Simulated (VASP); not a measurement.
Wanted: the native input for a VASP 6.6.1 run.

```yaml
Task: single point
Functional: LDA
Potentials_or_basis: VASP PAW LDA potentials, release 64 (Ta_pv, N)
Cutoff: 520 eV
k_mesh: 7 × 7 × 4
Occupations: gaussian, width 0.05 eV
Spin: collinear spin, ferromagnetic start
Starting_moments: "[0.5, 0.5, 0.0, 0.0] μB"
Fixed_moment: 4 μB
Hubbard_terms: Ta d U = 6 eV
Further_INCAR_settings: ALGO = Normal; EDIFF = 1e-06
```

The structure of TaN lies in POSCAR:

```
TaN
1.0
    3.0480018400      0.0000000000      0.0000000000
   -1.5240009200      2.6396470300      0.0000000000
    0.0000000000      0.0000000000      4.9179997800
Ta N
2 2
Direct
    0.0000000000      0.0000000000      0.0000000000
    0.0000000000      0.0000000000      0.5000000000
    0.3333333333      0.6666666667      0.2500000000
    0.6666666667      0.3333333333      0.7500000000
```

One way to write it, as run:

INCAR

```
SYSTEM = TaN
PREC = Accurate
ENCUT = 520
EDIFF = 1E-6
ISMEAR = 0
SIGMA = 0.05
LREAL = .FALSE.
LASPH = .TRUE.
NELM = 100
ALGO = Normal
ISIF = 2
LWAVE = .FALSE.
LCHARG = .FALSE.
ISPIN = 2
MAGMOM = 0.5 0.5 0 0
LORBIT = 11
NUPDOWN = 4
LMAXMIX = 4
LDAU = .TRUE.
LDAUTYPE = 2
LDAUL = 2 -1
LDAUU = 6 0
LDAUJ = 0 0
LDAUPRINT = 1
GGA = CA
```

KPOINTS

```
Automatic mesh
0
G
  7 7 4
  0 0 0
```

Potentials or basis: VASP PAW LDA potentials, release 64 (Ta_pv, N).

Launch:

```sh
$ cat potpaw_LDA.64/Ta_pv/POTCAR potpaw_LDA.64/N/POTCAR > POTCAR
$ mpirun -np 1 vasp_std > vasp.out
```

It gave:

The pressure is 88.1 GPa. The net moment is 4.00 μB per cell, the site moments are Ta +1.51; N +0.10 μB and the valence electrons inside the program's atomic spheres are Ta 9.27; N 3.85.

Caveat: the moment is held away from its start; a pressure of tens of GPa on the cell as given is suspect, and the run, the potentials or the cell itself is likely at fault; the total moment is fixed, so each spin has its own Fermi level.

Run time: 20 s on 1 thread of Intel(R) Xeon(R) Platinum 8488C (Sapphire Rapids) (shared host), peak memory 0.16 GiB.
